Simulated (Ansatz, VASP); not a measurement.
## Au: VASP beside Ansatz

The input INCAR:

```
ALGO     = Normal         # electronic algorithm
EDIFF    = 1E-6           # SCF threshold, eV
ENCUT    = 520            # plane-wave cutoff, eV
GGA      = PS             # functional
ISIF     = 2              # what is computed and relaxed
ISMEAR   = 0              # smearing method
LASPH    = T              # aspherical terms in the spheres
LCHARG   = F              # write CHGCAR
LREAL    = F              # projectors in reciprocal space
LWAVE    = F              # write WAVECAR
NBANDS   = 12             # bands
NELM     = 80             # most SCF steps
PREC     = Accurate       # precision mode
SIGMA    = 0.15           # smearing width, eV
```

Contents of KPOINTS:

```
k-points
0
Gamma
  20 20 20
```

File POSCAR:

```
Au
1.0
    0.0000000000      2.1477750000      2.0455000000
    2.1477750000      0.0000000000      2.0455000000
    2.1477750000      2.1477750000      0.0000000000
Au
1
Direct
    0.0000000000      0.0000000000      0.0000000000
```

Input for Ansatz:

```yaml
crystal:
  lattice:
    - [0.0, 2.147775, 2.0455]
    - [2.147775, 0.0, 2.0455]
    - [2.147775, 2.147775, 0.0]
  atoms:
    - { symbol: Au, position: [0.0, 0.0, 0.0] }
basis:
  ecutwfc: 420
kpoints:
  mp_grid: { grid: [20, 20, 20] }
hamiltonian:
  xc: pbesol
scf:
  occupations: { method: gaussian, width: 0.15 }
output:
  forces: true
  stress: true
  eigenvalues: true
```

Change from the starting cell: strain +0.050 along x and y, +0.000 along z, atoms carried along.

Alike in both runs: task single point; functional PBEsol; k mesh 20 × 20 × 20; occupations gaussian, width 0.15 eV; no spin polarisation.

|  | VASP | Ansatz |
| --- | --- | --- |
| version | VASP 6.6.1 | Ansatz 0.2.0 |
| potentials or method | VASP PAW PBE potentials, release 64 (Au) | scalar-relativistic, plane waves, PAW |
| plane-wave cutoff (eV) | 520 | 420 |
| valence electrons in the cell | 11 | 19 |

|  | VASP | Ansatz | Ansatz less VASP |
| --- | --- | --- | --- |
| gap on the k mesh at the Fermi level (eV) | none | none | - |
| pressure (GPa) | -13.5 | -13.3 | +0.19 |
| largest component of the traceless stress (GPa) | 0.60 | 0.59 | -0.004 |

A gap of «none» marks a metal or a gap that the smearing closes. With one functional, cell and mesh, what is left measures potentials, basis and numerics. The two sets of potentials don't hold the same shells in valence.

Caveats: the PAW data sets were made with another functional, which shifts forces and pressure a little (VASP). Spin-orbit coupling is left out, which matters for the levels of Au.
